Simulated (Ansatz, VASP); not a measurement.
# Cross-check of PbO (tetragonal PbO, 1 layer) between VASP and Ansatz

One calculation is typed for both programs; each brings its own data sets. How far apart do they land? Of the first pair: The structure shown is the start of the Ansatz relaxation below; VASP solves that cell, so the two are compared at the walk's first step.

Method: plane waves, with VASP 6.6.1 beside it; single point at PBE, in Ansatz 0.2.0.

## Step 1: Starting point

The cell holds 4 atoms: 2 Pb and 2 O. Its edges and angles: a = 4.050 Å, b = 4.050 Å, c = 16.414 Å, α = 90.0°, β = 90.0°, γ = 90.0°. Vacuum lies along c.

## Step 2: Ansatz: relaxation, PBE

Ansatz runs on its default PAW (the set named soft_2) files.

The two programs are compared at the cell with which this relaxation starts, whose forces are those of its first step.

Contents of input.yaml:

```yaml
crystal:
  lattice:
    - [4.05, 0.0, 0.0]
    - [0.0, 4.05, 0.0]
    - [0.0, 0.0, 16.4142135624]
  atoms:
    - { symbol: Pb, position: [0.5, 0.0, 0.4569210685] }
    - { symbol: O, position: [0.0, 0.0, 0.5] }
    - { symbol: O, position: [0.5, 0.5, 0.5] }
    - { symbol: Pb, position: [0.0, 0.5, 0.5430789315] }
kpoints:
  mp_grid: { grid: [8, 8, 1] }
hamiltonian:
  xc: pbe
scf:
  occupations: { method: fermi_dirac, width: 0.05 }
  convergence: { dr2_threshold: 1.0e-08 }
efield:
  axis: 3
  dipole_correction: true
  ramp_position: 0.97
  ramp_width: 0.04
relax:
  f_tol: 0.01
  cell: { fix: [c, alpha, beta] }
output:
  write_potential: true
  write_density: true
  volumetric_format: npy
```

Run with:

```bash
$ ansatz run input.yaml --threads 2 --pin off --max-ram 4096MiB --backend cpu --events-out ev --progress --plain --runs-dir out
```

Numbers of over 12 decimals in the logs are rounded to 6 here.

The program printed:

```text
Warning: relax.cell: scf.convergence.dr2_threshold = 1e-8 eV is looser than the 4e-10 eV advised for a relaxation that steers and ends on the stress (1e-10 eV for each atom of the cell: 4). What an SCF threshold leaves in a stress goes as its square root, and in the free energy as the threshold itself, and one threshold admits the most on a small cell: [figures from the program's tests cut] Set scf.convergence.dr2_threshold to 4e-10 eV or tighter. The threshold is an SCF's pass mark: one that does not reach it within its budget of iterations ends unconverged, or closes short of it on a stop that the run arms, and scf.convergence.dr2_threshold's page says what that costs each kind of run
Engine: ansatz 0.2.0, x86_64-unknown-linux-gnu
Pseudopotentials: kind: paw
Pseudopotential: Pb, paw, valence charge 14, recommended cutoff 420 eV (normal), Pb.paw.azcp
Pseudopotential: O, paw, valence charge 6, recommended cutoff 420 eV (normal), O.paw.azcp
Functional definition: PBE
  parameter kappa = 0.804
  parameter beta = 0.066725
  exchange = pbe_x(kappa = kappa, mu = beta*pi^2/3)
  correlation = pbe_c(beta = beta)
Crystal: 4 atoms, lattice volume = 269.234 Å³
Basis set: ecut = 420 eV, 5279 PW (Γ), exchange–correlation on 60×60×240 points (8 copies of the dense FFT grid, shifted against one another)
Bands: 24, of which v1, the nominal top of the filled ones, is band 20 counted from 1 (19 counted from 0)
Symmetry: 8 space group operations
k-points: 15 of 64
Non-local potential: Pb, projectors of the file, l = 0: 2, l = 1: 2, l = 2: 2, l = 3: 2
Non-local potential: O, projectors of the file, l = 0: 2, l = 1: 2, l = 2: 1
PAW form: soft (Blöchl's): semilocal exchange-correlation on the pseudo side does not see the compensation charge
PAW one-centre angular grid: Pb, 590 points (default); XC on 64 Gauss nodes
PAW one-centre angular grid: O, 110 points (default); XC on 64 Gauss nodes
Initial density: superposition of atomic densities (neutral atoms: chi_scale 0, normalization atom), corrected by the library's trained network
Initial wavefunctions: pseudopotential atomic-orbital guess
Functional: x = pbe(κ = 0.804, μ = 0.219515), c = pbe(β = 0.066725)
SCF iter   1: F=—  HF=-24943.619597 eV  |F-HF|=—  |Δ(HF+E_count)|=         —  Δρ=3.26e-3  dr2=1.34e-2  ethr=1.77e-3  p=0.001 e·Å  D=8.09e-4 V/Å  ΔV_dip=-0.01 eV  dr2_dipole=1.49e-6  V_vac-E_F(+/−)=3.70/3.72 eV  ⟨swp⟩=9.2  Hψ=2260  notcnv=0
efield: sawtooth ramp at fractional position 0.9700 (set: `efield.ramp_position`, or a place that a band, a saddle search or an elastic batch's reference lends), width 0.0400; the density the first Hamiltonian is built on has a dipole p = 0.001 e·Å; the dipole correction subtracts the counter field D = 8.09e-4 V/Å, which shifts the + side's vacuum level by -0.01 eV against the − side's; the planar-averaged density in the ramp window peaks in size at 4.4e-5 e/Å³
preconditioner: auto → Resta (q_TF=auto, 1.986 Å⁻¹)  ε∞=1.8  [insulator: Δε(μ)=1.541 eV  Ē_g=15.578 eV  σ=0.050 eV  W_gap=1.00  n_scr=38 (ndim 8)  ℏωp=14.3 eV  f_vac=0.697  D(μ)=0.00/eV (n_scr^D=0)  ε∞_Penn≈1.8  vacuum switching on, ρ_ref=1.8e-2 e/Å³]
SCF iter   2: F=—  HF=-24943.625725 eV  |F-HF|=—  |Δ(HF+E_count)|=   6.13e-3  Δρ=1.65e-3  dr2=3.85e-3  ethr=3.34e-5  p=0.000 e·Å  D=2.19e-4 V/Å  ΔV_dip=-0.00 eV  dr2_dipole=7.56e-10  V_vac-E_F(+/−)=3.63/3.63 eV  ⟨swp⟩=2.7  Hψ=886  notcnv=0
SCF iter   3: F=—  HF=-24943.629026 eV  |F-HF|=—  |Δ(HF+E_count)|=   3.30e-3  Δρ=1.30e-3  dr2=4.29e-3  ethr=9.63e-6  p=0.000 e·Å  D=1.91e-4 V/Å  ΔV_dip=-0.00 eV  dr2_dipole=4.93e-7  V_vac-E_F(+/−)=3.53/3.53 eV  ⟨swp⟩=2.9  Hψ=770  notcnv=0
SCF iter   4: F=—  HF=-24943.628192 eV  |F-HF|=—  |Δ(HF+E_count)|=   8.34e-4  Δρ=9.82e-5  dr2=3.25e-5  ethr=9.63e-6  p=-0.000 e·Å  D=-1.62e-6 V/Å  ΔV_dip=0.00 eV  dr2_dipole=5.09e-10  V_vac-E_F(+/−)=3.55/3.55 eV  ⟨swp⟩=2.4  Hψ=542  notcnv=0
SCF iter   5: F=—  HF=-24943.628181 eV  |F-HF|=—  |Δ(HF+E_count)|=   1.17e-5  Δρ=4.95e-5  dr2=4.28e-6  ethr=8.12e-8  p=-0.000 e·Å  D=-1.71e-5 V/Å  ΔV_dip=0.00 eV  dr2_dipole=2.66e-9  V_vac-E_F(+/−)=3.55/3.55 eV  ⟨swp⟩=3.1  Hψ=791  notcnv=0
SCF iter   6: F=—  HF=-24943.628276 eV  |F-HF|=—  |Δ(HF+E_count)|=   9.48e-5  Δρ=1.56e-5  dr2=6.93e-7  ethr=1.07e-8  p=0.000 e·Å  D=2.50e-5 V/Å  ΔV_dip=-0.00 eV  dr2_dipole=9.52e-9  V_vac-E_F(+/−)=3.55/3.55 eV  ⟨swp⟩=2.3  Hψ=674  notcnv=0
SCF iter   7: F=—  HF=-24943.628276 eV  |F-HF|=—  |Δ(HF+E_count)|=   2.25e-8  Δρ=3.25e-6  dr2=2.57e-8  ethr=1.73e-9  p=-0.000 e·Å  D=-9.01e-6 V/Å  ΔV_dip=0.00 eV  dr2_dipole=2.08e-9  V_vac-E_F(+/−)=3.55/3.55 eV  ⟨swp⟩=2.1  Hψ=600  notcnv=0
[...]
SCF iter   6: F=-24947.090724 eV  HF=-24947.090724 eV  |F-HF|=4.37e-11  |Δ(HF+E_count)|=   2.37e-8  Δρ=3.23e-7  dr2=4.18e-10  ethr=2.50e-11  p=0.000 e·Å  D=3.49e-6 V/Å  ΔV_dip=-0.00 eV  dr2_dipole=4.73e-11  V_vac-E_F(+/−)=3.23/3.23 eV  ⟨swp⟩=8.9  Hψ=2405  notcnv=0
SCF 7 converged in 6 iterations: F = -24947.090724 eV  dr2 = 4.18e-10
relax step   7: F+E_penalty+E_count = -24947.09072423 eV  Δ(F+E_penalty+E_count) = -7.663e-4 eV  max|allowed force component| = 8.463e-4 eV/Å  Δτ_max = 0.0026 Å  P = -0.002 GPa  Ω = 269.167 Å³  energy of the carried Pulay correction = +3.684e-5 eV  fix = [c, alpha, beta]  reactions: c -0.006 GPa  (6 SCF iters, accepted)
Initial wavefunctions: pseudopotential atomic-orbital guess (no wavefunctions were taken with the density)
iter 1 solved again at ethr=3.95e-7 eV; its pass at ethr=3.10e-3 eV (dr2=1.58e-4 eV) is discarded
SCF iter   1: F=—  HF=-24947.090639 eV  |F-HF|=—  |Δ(HF+E_count)|=         —  Δρ=1.10e-6  dr2=1.63e-9  ethr=3.95e-7  p=0.000 e·Å  D=3.49e-6 V/Å  ΔV_dip=-0.00 eV  dr2_dipole=5.25e-11  V_vac-E_F(+/−)=3.23/3.23 eV  ⟨swp⟩=3.8  Hψ=2951  notcnv=0
efield: sawtooth ramp at fractional position 0.9700 (set: `efield.ramp_position`, or a place that a band, a saddle search or an elastic batch's reference lends), width 0.0400; the density the first Hamiltonian is built on has a dipole p = 0.000 e·Å; the dipole correction subtracts the counter field D = 3.49e-6 V/Å, which shifts the + side's vacuum level by -0.00 eV against the − side's; the planar-averaged density in the ramp window peaks in size at 3.6e-6 e/Å³
eigensolver tolerance schedule: the retry pair's looser diagonalisation over-reported the residual by 97089.27 of it (diagonalisation noise at an unbounded share of the residual, at the tolerance the schedule requests for it); recorded, not acted on — ethr = c·dr2/N_el stays at c = 1.0e-1
preconditioner: auto → Resta (q_TF=auto, 1.986 Å⁻¹)  ε∞=2.0  [insulator: Δε(μ)=2.502 eV  Ē_g=14.629 eV  σ=0.050 eV  W_gap=1.00  n_scr=38 (ndim 8)  ℏωp=14.3 eV  f_vac=0.651  D(μ)=0.00/eV (n_scr^D=0)  ε∞_Penn≈2.0  vacuum switching on, ρ_ref=1.6e-2 e/Å³]
SCF iter   2: F=—  HF=-24947.090690 eV  |F-HF|=—  |Δ(HF+E_count)|=   5.06e-5  Δρ=6.88e-7  dr2=1.29e-9  ethr=4.07e-12  p=0.000 e·Å  D=1.06e-6 V/Å  ΔV_dip=-0.00 eV  dr2_dipole=1.47e-11  V_vac-E_F(+/−)=3.23/3.23 eV  ⟨swp⟩=14.9  Hψ=3531  notcnv=0
SCF iter   3: F=-24947.090690 eV  HF=-24947.090690 eV  |F-HF|=2.69e-10  |Δ(HF+E_count)|=  1.82e-11  Δρ=4.16e-7  dr2=1.12e-10  ethr=3.22e-12  p=0.000 e·Å  D=1.87e-6 V/Å  ΔV_dip=-0.00 eV  dr2_dipole=7.60e-14  V_vac-E_F(+/−)=3.23/3.23 eV  ⟨swp⟩=6.1  Hψ=2148  notcnv=0
SCF 8 converged in 3 iterations: F = -24947.090690 eV  dr2 = 1.12e-10
relax step   8: F+E_penalty+E_count = -24947.09068957 eV  Δ(F+E_penalty+E_count) = +3.465e-5 eV  max|allowed force component| = 8.530e-4 eV/Å  Δτ_max = 0.0000 Å  P = +0.001 GPa  Ω = 269.167 Å³  fix = [c, alpha, beta]  reactions: c -0.001 GPa  stress off target by 1.88e-3 GPa on what of the cell is left free  SCF on the basis re-selected at this cell (its energy is not comparable with the rows above)  (3 SCF iters)
basis re-selected at this cell: Δ(F+E_penalty+E_count) = +3.465e-5 eV, ΔP = +0.003 GPa vs the last step (what re-selecting the basis moved, of the pressure what is left beyond the Pulay correction that the steps carried, after the strain that the cell walked since its last selection, with what the two solves' SCF thresholds leave and, on support functions, any second-order correction that the steps lacked; it is no m [...]
WARN: The output density's exchange-correlation potential varies sharply where the density is thin. Do not read a vacuum level from v_tot or v_xc, or from such a field of the output density. On a cell that repeats whose density bears no net charge and no dipole along the vacuum's axis use v_es (v_loc + v_h of the components); under efield.dipole_correction with no amplitude use v_es + v_field, which holds any externa [...]
SCF converged after 3 iterations
Free energy (F): -24947.090690 eV
Harris-Foulkes:  -24947.090690 eV  (|F-HF|=2.69e-10)
Internal energy: -24947.090690 eV  (E = F + TS)
E sigma→0 (E₀):  -24947.090690 eV
Fermi energy:    0.487281 eV
Dipole field:    D = 0.000002 V/Å  (p = 0.000003 e·Å, saw-weighted, corrected)
Work function:   Φ+ = 3.2318 eV   Φ− = 3.2318 eV
Levels:          The Fermi level and band energies are counted from a zero that moves with the ramp; work functions are not
--- Per-component energies (eV) ---
  E_band       = -453.016992
  E_kinetic    = 925.112669
  E_local      = -17216.186721  (includes V_loc(G=0)·N_el)
  E_nonlocal   = 797.825659
  E_hartree    = 8116.630350
  E_xc         = -587.751737
  E_vxc        = -451.285386  (∫ρ·V_xc dr)
  E_paw        = -21128.010104  (= ΣΔE_a)
  E_vpaw       = -741.749021  (= ΣTr[D̂ρ^β])
  E_aug_tail   = 0.004883  (compensation charges beyond the density's cutoff)
  E_efield     = 0.000000  (sawtooth field / dipole correction)
  E_vefield    = -0.000014  (∫n·V_field dr)
  E_ewald      = 4145.284313
  E_smearing   = -0.000000  (= −TS)
  E_closure    = 0.000000  (closes the sum)
  Σ components = -24947.090690   (vs F -24947.090690, Δ=0.00e0)
--- Forces (eV/Å), atoms counted from 1 ---
  atom   1  Pb     0.00000000     0.00000000     0.00085329
  atom   2  O      0.00000000     0.00000000    -0.00001240
  atom   3  O      0.00000000     0.00000000    -0.00001240
  atom   4  Pb     0.00000000     0.00000000    -0.00082725
  max |Σ_I F_I| component: 1.24e-6 eV/Å
--- Stress (GPa, compression-positive) ---
        0.001882       0.000000      -0.000000
        0.000000       0.001882       0.000000
        0.000000       0.000000      -0.001130
  P = ⅓ Tr σ = 0.0009 GPa (0.009 kbar)
--- Band table (eV; the first three rows and the last of 15) ---
  k-point 0: bands = [... 16 lower, -1.8824, -1.8477, -1.8477, -0.7985, 1.7031, 1.7098, 3.6637, 4.1100]
  k-point 1: bands = [... 16 lower, -2.1493, -1.9480, -1.7854, -0.8108, 1.9797, 2.0211, 3.7799, 4.1463]
  k-point 2: bands = [... 16 lower, -2.4291, -2.2288, -1.9050, -0.8827, 2.5953, 2.7013, 3.1913, 4.3325]
  k-point 14: bands = [... 16 lower, -2.0782, -2.0782, -1.2343, -1.2343, 2.3727, 2.3727, 4.3865, 4.3865]
--- Relaxed structure (7 steps of the walk, 7 accepted, 1 SCFs on fresh bases) ---
  F+E_penalty+E_count = -24947.09068957 eV   max|allowed force component| = 8.530e-4 eV/Å   (the final SCF, on the basis selected at the relaxed cell)
  cell:  # Å, volume = 269.1672 Å³
    - [4.049497, 0, 0]
    - [0, 4.049497, 0]
    - [0, 0, 16.4142135624]
  atoms:
    - { symbol: Pb, position: [0.5, 0, 0.427210] }
    - { symbol: O, position: [0, 0, 0.500000] }
    - { symbol: O, position: [0.5, 0.5, 0.500000] }
    - { symbol: Pb, position: [2.339577407658779e-17, 0.5, 0.572790] }
```

Reading the cycles: dr2 is the Hartree energy of the density residual (eV), the measure of convergence; HF is the Harris–Foulkes estimate of the energy, which meets the free energy F at convergence.

[end of part 1 of 2]

[Lines on the potential files, build, host, timing and source positions are cut from VASP's logs without a mark.]

[Logs are printed without paths, hosts, clocks, repeated set-up lines and the standing remarks that a program may print on its own settings, such as how far it seeks lower states.]

[Hosts, paths, dates, database ids (printed as entryN), source tags and the programs' standing remarks are cut or masked in the printed files.]
